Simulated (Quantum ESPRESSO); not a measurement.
# ZnS (Wurtzite-2H) (P6_3mc) in Quantum ESPRESSO: band structure with LDA

Aim: the band structure of ZnS (Wurtzite-2H) with LDA.

Program: Quantum ESPRESSO 7.5. These are calculated values, not measurements. Logs are shortened: lines on timing, memory, paths and dates and some standing lists are left out, and cuts for length are marked.

**What was measured.**

A printed reference work, monograph reports, for a bulk crystal of ZnS at 4 K: band gap 3.911 eV (direct).

The results are compared with them further down.

## (1) The structure

The structure is hexagonal, space group P6_3mc (No. 186). The conventional cell has a = 3.811 Å, b = 3.811 Å, c = 6.234 Å, α = 90.00°, β = 90.00°, γ = 120.00°. Around Zn (site symmetry 3m) lie 4 S at 2.31 to 2.40 Å. S (site symmetry 3m) has 4 Zn at 2.31 to 2.40 Å as nearest neighbours.

## (2) Band structure, LDA

The input, pw.in:

```
&CONTROL
  calculation = 'scf'
  prefix = 'pwscf'
  outdir = './tmp'
  pseudo_dir = './pseudo'
  tprnfor = .true.
  tstress = .true.
  disk_io = 'low'
/
&SYSTEM
  ibrav = 0
  celldm(1) = 8
  nat = 4
  ntyp = 2
  ecutwfc = 56
  ecutrho = 448
  nbnd = 36
  occupations = 'smearing'
  smearing = 'fd'
  degauss = 0.00367493
/
&ELECTRONS
  conv_thr = 8d-10
  electron_maxstep = 120
  mixing_beta = 0.5
/
ATOMIC_SPECIES
Zn    65.3800 zn_lda_v1.uspp.F.UPF
S     32.0600 s_lda_v1.4.uspp.F.UPF
CELL_PARAMETERS alat
  0.9002182826186   0.0000000000000   0.0000000000000
 -0.4501091413093   0.7796119016936   0.0000000000000
  0.0000000000000   0.0000000000000   1.4725690826146
ATOMIC_POSITIONS crystal
Zn     0.6666666667    0.3333333333    0.5000000000
Zn     0.3333333333    0.6666666667    0.0000000000
S      0.6666666667    0.3333333333    0.8850000000
S      0.3333333333    0.6666666667    0.3850000000
K_POINTS automatic
8 8 5 0 0 0
```

The input, bands.in:

```
&CONTROL
  calculation = 'bands'
  prefix = 'pwscf'
  outdir = './tmp'
  pseudo_dir = './pseudo'
  disk_io = 'low'
  verbosity = 'high'
/
&SYSTEM
  ibrav = 0
  celldm(1) = 8
  nat = 4
  ntyp = 2
  ecutwfc = 56
  ecutrho = 448
  nbnd = 36
  occupations = 'smearing'
  smearing = 'fd'
  degauss = 0.00367493
/
&ELECTRONS
  conv_thr = 1d-08
  electron_maxstep = 120
  mixing_beta = 0.5
  diago_full_acc = .true.
  startingwfc = 'random'
/
ATOMIC_SPECIES
Zn    65.3800 zn_lda_v1.uspp.F.UPF
S     32.0600 s_lda_v1.4.uspp.F.UPF
CELL_PARAMETERS alat
  0.9002182826186   0.0000000000000   0.0000000000000
 -0.4501091413093   0.7796119016936   0.0000000000000
  0.0000000000000   0.0000000000000   1.4725690826146
ATOMIC_POSITIONS crystal
Zn     0.6666666667    0.3333333333    0.5000000000
Zn     0.3333333333    0.6666666667    0.0000000000
S      0.6666666667    0.3333333333    0.8850000000
S      0.3333333333    0.6666666667    0.3850000000
K_POINTS crystal
60
 0.0000000000  0.0000000000  0.0000000000 1
 0.0625000000  0.0000000000  0.0000000000 1
 0.1250000000  0.0000000000  0.0000000000 1
 0.1875000000  0.0000000000  0.0000000000 1
 0.2500000000  0.0000000000  0.0000000000 1
 0.3125000000  0.0000000000  0.0000000000 1
 0.3750000000  0.0000000000  0.0000000000 1
 0.4375000000  0.0000000000  0.0000000000 1
 0.5000000000  0.0000000000  0.0000000000 1
 0.4583333333  0.0833333333  0.0000000000 1
 0.4166666667  0.1666666667  0.0000000000 1
 0.3750000000  0.2500000000  0.0000000000 1
 0.3333333333  0.3333333333  0.0000000000 1
 0.2962962963  0.2962962963  0.0000000000 1
 0.2592592593  0.2592592593  0.0000000000 1
 0.2222222222  0.2222222222  0.0000000000 1
 0.1851851852  0.1851851852  0.0000000000 1
 0.1481481481  0.1481481481  0.0000000000 1
 0.1111111111  0.1111111111  0.0000000000 1
 0.0740740741  0.0740740741  0.0000000000 1
 0.0370370370  0.0370370370  0.0000000000 1
 0.0000000000  0.0000000000  0.0000000000 1
 0.0000000000  0.0000000000  0.1250000000 1
 0.0000000000  0.0000000000  0.2500000000 1
 0.0000000000  0.0000000000  0.3750000000 1
 0.0000000000  0.0000000000  0.5000000000 1
 0.0625000000  0.0000000000  0.5000000000 1
 0.1250000000  0.0000000000  0.5000000000 1
 0.1875000000  0.0000000000  0.5000000000 1
 0.2500000000  0.0000000000  0.5000000000 1
 0.3125000000  0.0000000000  0.5000000000 1
 0.3750000000  0.0000000000  0.5000000000 1
 0.4375000000  0.0000000000  0.5000000000 1
 0.5000000000  0.0000000000  0.5000000000 1
 0.4666666667  0.0666666667  0.5000000000 1
 0.4333333333  0.1333333333  0.5000000000 1
 0.4000000000  0.2000000000  0.5000000000 1
 0.3666666667  0.2666666667  0.5000000000 1
 0.3333333333  0.3333333333  0.5000000000 1
 0.3000000000  0.3000000000  0.5000000000 1
 0.2666666667  0.2666666667  0.5000000000 1
 0.2333333333  0.2333333333  0.5000000000 1
 0.2000000000  0.2000000000  0.5000000000 1
 0.1666666667  0.1666666667  0.5000000000 1
 0.1333333333  0.1333333333  0.5000000000 1
 0.1000000000  0.1000000000  0.5000000000 1
 0.0666666667  0.0666666667  0.5000000000 1
 0.0333333333  0.0333333333  0.5000000000 1
 0.0000000000  0.0000000000  0.5000000000 1
 0.5000000000  0.0000000000  0.5000000000 1
 0.5000000000  0.0000000000  0.3750000000 1
 0.5000000000  0.0000000000  0.2500000000 1
 0.5000000000  0.0000000000  0.1250000000 1
 0.5000000000  0.0000000000  0.0000000000 1
 0.3333333333  0.3333333333  0.0000000000 1
 0.3333333333  0.3333333333  0.1000000000 1
 0.3333333333  0.3333333333  0.2000000000 1
 0.3333333333  0.3333333333  0.3000000000 1
 0.3333333333  0.3333333333  0.4000000000 1
 0.3333333333  0.3333333333  0.5000000000 1
```

Potentials or basis: GBRV 1.5 LDA.

Command:

```
$ OMP_NUM_THREADS=1 mpirun -n 2 pw.x -nk 2 -in pw.in > pw.out
$ OMP_NUM_THREADS=1 mpirun -n 2 pw.x -nk 2 -in bands.in > bands.out
```

pw.out:

```text
This program is part of the open-source Quantum ESPRESSO suite
     for quantum simulation of materials; please cite
         "P. Giannozzi et al., J. Phys.:Condens. Matter 21 395502 (2009);
         "P. Giannozzi et al., J. Phys.:Condens. Matter 29 465901 (2017);
         "P. Giannozzi et al., J. Chem. Phys. 152 154105 (2020);
     in publications or presentations arising from this work. More details at

     Message from routine setup:
     using ibrav=0 with symmetry is DISCOURAGED, use correct ibrav instead

     K-points division:     npool     =       2
     Subspace diagonalization in iterative solution of the eigenvalue problem:
     a serial algorithm will be used

     G-vector sticks info
     --------------------
     sticks:   dense  smooth     PW     G-vecs:    dense   smooth      PW
     Sum        1615     805    241                84745    29949    4723

     Using Slab Decomposition

     bravais-lattice index     =            0
     lattice parameter (alat)  =       8.0000  a.u.
     unit-cell volume          =     529.1416 (a.u.)^3
     number of atoms/cell      =            4
     number of atomic types    =            2
     number of electrons       =        52.00
     number of Kohn-Sham states=           36
     kinetic-energy cutoff     =      56.0000  Ry
     charge density cutoff     =     448.0000  Ry
     scf convergence threshold =      8.0E-10
     mixing beta               =       0.5000
     number of iterations used =            8  plain     mixing
     Exchange-correlation=  SLA  PZ   NOGX NOGC
                           (   1   1   0   0   0   0   0)

     celldm(1)=   8.000000  celldm(2)=   0.000000  celldm(3)=   0.000000
     celldm(4)=   0.000000  celldm(5)=   0.000000  celldm(6)=   0.000000

     crystal axes: (cart. coord. in units of alat)
               a(1) = (   0.900218   0.000000   0.000000 )
               a(2) = (  -0.450109   0.779612   0.000000 )
               a(3) = (   0.000000   0.000000   1.472569 )

     reciprocal axes: (cart. coord. in units 2 pi/alat)
               b(1) = (  1.110842  0.641345 -0.000000 )
               b(2) = (  0.000000  1.282689  0.000000 )
               b(3) = (  0.000000 -0.000000  0.679085 )

     PseudoPot. # 1 for Zn read from file:
     zn_lda_v1.uspp.F.UPF
     Pseudo is Ultrasoft, Zval = 20.0
     Generated by new atomic code, or converted to UPF format
     Using radial grid of  943 points,  6 beta functions with:
                l(1) =   0
                l(2) =   0
                l(3) =   1
                l(4) =   1
                l(5) =   2
                l(6) =   2
     Q(r) pseudized with  8 coefficients,  rinner =    1.100   1.100   1.100
                                                       1.100   1.100

     PseudoPot. # 2 for S  read from file:
     s_lda_v1.4.uspp.F.UPF
     Pseudo is Ultrasoft + core correction, Zval =  6.0
     Generated by new atomic code, or converted to UPF format
     Using radial grid of  907 points,  6 beta functions with:
                l(1) =   0
                l(2) =   0
                l(3) =   1
                l(4) =   1
                l(5) =   2
                l(6) =   2
     Q(r) pseudized with  8 coefficients,  rinner =    1.300   1.300   1.300
                                                       1.300   1.300

     atomic species   valence    mass     pseudopotential
     Zn               20.00    65.38000     Zn( 1.00)
     S                 6.00    32.06000     S ( 1.00)

     12 Sym. Ops. (no inversion) found ( 6 have fractional translation)

   Cartesian axes

     site n.     atom                  positions (alat units)
         1        Zn     tau(   1) = (   0.4501091   0.2598706   0.7362845  )
         2        Zn     tau(   2) = (  -0.0000000   0.5197413   0.0000000  )
         3        S      tau(   3) = (   0.4501091   0.2598706   1.3032236  )
         4        S      tau(   4) = (  -0.0000000   0.5197413   0.5669391  )

     number of k points=    30  Fermi-Dirac smearing, width (Ry)=  0.0037
                       cart. coord. in units 2pi/alat
        k(    1) = (   0.0000000   0.0000000   0.0000000), wk =   0.0062500
        k(    2) = (   0.0000000   0.0000000   0.1358171), wk =   0.0125000
        k(    3) = (   0.0000000   0.0000000   0.2716341), wk =   0.0125000
        k(    4) = (   0.0000000   0.1603362   0.0000000), wk =   0.0375000
        k(    5) = (   0.0000000   0.1603362   0.1358171), wk =   0.0750000
        k(    6) = (   0.0000000   0.1603362   0.2716341), wk =   0.0750000
[... 22 lines left out ...]
        k(   29) = (   0.2777104   0.6413447   0.1358171), wk =   0.0750000
        k(   30) = (   0.2777104   0.6413447   0.2716341), wk =   0.0750000

     Dense  grid:    84745 G-vectors     FFT dimensions: (  50,  50,  80)

     Smooth grid:    29949 G-vectors     FFT dimensions: (  36,  36,  60)

     Initial potential from superposition of free atoms

     starting charge      51.9997, renormalised to      52.0000
     Starting wfcs are   34 randomized atomic wfcs +    2 random wfcs

     Self-consistent Calculation

     iteration #  1     ecut=    56.00 Ry     beta= 0.50
     Davidson diagonalization with overlap
     ethr =  1.00E-02,  avg # of iterations =  5.0

     Threshold (ethr) on eigenvalues was too large:
     Diagonalizing with lowered threshold

     Davidson diagonalization with overlap
     ethr =  3.88E-04,  avg # of iterations =  2.1

     total energy              =    -970.84289879 Ry
     estimated scf accuracy    <       0.19434681 Ry

     iteration #  2     ecut=    56.00 Ry     beta= 0.50
     Davidson diagonalization with overlap
     ethr =  3.74E-04,  avg # of iterations =  2.0
[... 43 lines left out ...]
     total energy              =    -970.89963167 Ry
     estimated scf accuracy    <          1.7E-09 Ry

     iteration #  9     ecut=    56.00 Ry     beta= 0.50
     Davidson diagonalization with overlap
     ethr =  3.22E-12,  avg # of iterations =  4.9

     End of self-consistent calculation

          k = 0.0000 0.0000 0.0000 (  3791 PWs)   bands (ev):

  -117.6029-117.6029 -72.2361 -72.2361 -72.2360 -72.2360 -72.2360 -72.2358
    -6.6267  -5.6776   0.0477   0.0477   0.1100   0.1100   0.1219   0.5154
     0.5154   0.5962   0.5962   0.7612   1.2992   5.6838   5.6838   6.5453
     6.5453   6.5611   8.5436   9.3297  12.6755  12.6755  12.9802  14.0128
    14.0128  15.5918  16.5129  16.5129

          k = 0.0000 0.0000 0.1358 (  3772 PWs)   bands (ev):
[... 81 lines left out ...]
  -117.6029-117.6029 -72.2362 -72.2362 -72.2361 -72.2361 -72.2359 -72.2358
    -5.6850  -5.5252   0.0619   0.1033   0.2183   0.2608   0.3305   0.3459
     0.5674   0.5895   0.5973   0.6901   1.9660   2.3005   4.4590   4.8418
     5.2210   5.2684   9.9136  10.3893  11.6309  12.1069  14.6947  14.8715
    15.3798  15.7806  17.1922  18.3193

          k = 0.0000-0.6413 0.0000 (  3714 PWs)   bands (ev):

  -117.6029-117.6029 -72.2362 -72.2362 -72.2361 -72.2361 -72.2359 -72.2358
    -5.6634  -5.3326   0.0883   0.1864   0.2973   0.3444   0.3793   0.4379
     0.5676   0.6278   0.7009   0.7089   1.6257   2.2548   3.3427   4.2739
     4.9556   5.5608   9.9609  10.6267  11.5518  13.5310  13.7816  14.7955
    15.4030  17.6537  18.4163  18.8957

          k = 0.0000-0.6413 0.1358 (  3740 PWs)   bands (ev):

  -117.6029-117.6029 -72.2362 -72.2362 -72.2361 -72.2361 -72.2359 -72.2358
    -5.6287  -5.3601   0.0792   0.2012   0.2238   0.3299   0.3823   0.4454
     0.5706   0.6178   0.7183   0.7371   1.4975   2.0523   3.7792   4.3831
     5.1641   5.4177  10.0226  10.0670  12.0320  12.6925  13.8603  14.4688
    16.0219  17.4981  18.0689  19.4211

          k = 0.0000-0.6413 0.2716 (  3752 PWs)   bands (ev):

  -117.6029-117.6029 -72.2362 -72.2362 -72.2361 -72.2361 -72.2359 -72.2358
    -5.5402  -5.4370   0.0733   0.1188   0.2408   0.2905   0.3975   0.4261
     0.5803   0.5974   0.7431   0.7657   1.4643   1.6955   4.6279   4.6784
     5.0697   5.2335   9.7593  10.1493  11.5530  11.7562  14.7614  15.0519
    15.9880  16.0504  18.3777  18.8562

          k = 0.1389 0.2405 0.0000 (  3759 PWs)   bands (ev):

  -117.6029-117.6029 -72.2361 -72.2361 -72.2361 -72.2361 -72.2359 -72.2358
    -6.3163  -5.5095   0.0451   0.1043   0.1507   0.1668   0.2141   0.4833
     0.4920   0.5162   0.6065   0.8480   1.7028   3.9699   4.4785   5.0391
     6.0059   6.1667  10.2101  10.8659  11.9450  12.9150  13.4797  13.7313
    14.9753  15.0028  15.6699  16.1951
[... 107 lines left out ...]
  -117.6029-117.6029 -72.2362 -72.2362 -72.2361 -72.2361 -72.2359 -72.2358
    -5.4353  -5.3905   0.1818   0.2311   0.2374   0.2958   0.4124   0.4131
     0.5248   0.5283   0.8333   0.8790   1.6441   1.7743   3.3191   3.8067
     5.0535   5.2937  10.7962  11.1242  12.3992  12.8294  13.4987  14.0143
    15.7985  15.9906  17.2576  17.3581

     the Fermi energy is     7.5205 ev

!    total energy              =    -970.89963167 Ry
     estimated scf accuracy    <          1.2E-10 Ry
     smearing contrib. (-TS)   =      -0.00000000 Ry
     internal energy E=F+TS    =    -970.89963167 Ry

     The total energy is F=E-TS. E is the sum of the following terms:
     one-electron contribution =    -908.75977350 Ry
     hartree contribution      =     467.43261818 Ry
     xc contribution           =     -99.95741150 Ry
     ewald contribution        =    -429.61506485 Ry

     convergence has been achieved in   9 iterations

     Forces acting on atoms (cartesian axes, Ry/au):

     atom    1 type  1   force =     0.00000000    0.00000000    0.01156016
     atom    2 type  1   force =    -0.00000000   -0.00000000    0.01156016
     atom    3 type  2   force =     0.00000000   -0.00000000   -0.01156016
     atom    4 type  2   force =     0.00000000    0.00000000   -0.01156016

     Total force =     0.023120     Total SCF correction =     0.000005

     Computing stress (Cartesian axis) and pressure

          total   stress  (Ry/bohr**3)                   (kbar)     P=      -38.09
  -0.00022380  -0.00000000   0.00000000          -32.92       -0.00        0.00
  -0.00000000  -0.00022380   0.00000000           -0.00      -32.92        0.00
  -0.00000000  -0.00000000  -0.00032923           -0.00       -0.00      -48.43

=------------------------------------------------------------------------------=
   JOB DONE.
=------------------------------------------------------------------------------=
```

Run time: 1.9 min. Hardware: 2 MPI ranks of Arm Neoverse V2, shared host; peak memory 0.48 GiB.

What came out:

| Quantity | Value |
| --- | --- |
| Free energy | -13209.7624 eV |
| Pressure | -3.8 GPa |
| Largest force | 0.297 eV/Å |
| Band gap on the k mesh | 1.98 eV, direct |
| Band gap along the path | 1.98 eV, direct |

Forces in eV/Å, atoms in the order of the input:
```
Zn   0.000  0.000  0.297
Zn   0.000  0.000  0.297
S    0.000  0.000 -0.297
S    0.000  0.000 -0.297
```

Levels at the corners of the path, in eV from the valence-band top:
```csv
point,band 23,band 24,band 25,band 26,band 27,band 28,band 29,band 30
Γ,-0.88,-0.02,-0.02,0.00,1.98,2.77,6.11,6.11
M,-3.22,-2.29,-1.61,-1.00,3.40,4.07,4.99,6.97
K,-3.95,-2.26,-2.26,-2.26,4.25,5.77,5.77,7.65
Γ,-0.88,-0.02,-0.02,0.00,1.98,2.77,6.11,6.11
A,-0.47,-0.47,-0.47,-0.47,3.28,3.28,6.56,6.56
L,-1.69,-1.69,-1.56,-1.56,3.39,3.39,4.96,4.96
H,-3.18,-3.18,-1.27,-1.27,4.34,4.34,6.26,6.26
A,-0.47,-0.47,-0.47,-0.47,3.28,3.28,6.56,6.56
L,-1.69,-1.69,-1.56,-1.56,3.39,3.39,4.96,4.96
M,-3.22,-2.29,-1.61,-1.00,3.40,4.07,4.99,6.97
K,-3.95,-2.26,-2.26,-2.26,4.25,5.77,5.77,7.65
H,-3.18,-3.18,-1.27,-1.27,4.34,4.34,6.26,6.26
```

## (3) For comparison

An earlier run on the cell as given: functional PBEsol; potentials or basis GBRV 1.5 PBEsol; cutoff 762 eV; density cutoff 6095 eV; k mesh 8 × 8 × 5; occupations fermi-dirac, width 0.05 eV; no spin polarisation.

- Pressure: -1.2 GPa
- Largest force: 0.307 eV/Å
- Band gap on the k mesh: 2.11 eV, direct

## (4) How close it comes

Step 2. A measured gap of ZnS is 3.911 eV (direct; 4 K; a printed reference work, monograph); the calculated 1.98 eV misses it by -1.93 eV. The value is that of LDA, without temperature or zero-point motion. Semilocal functionals fall short of measured gaps as a rule.
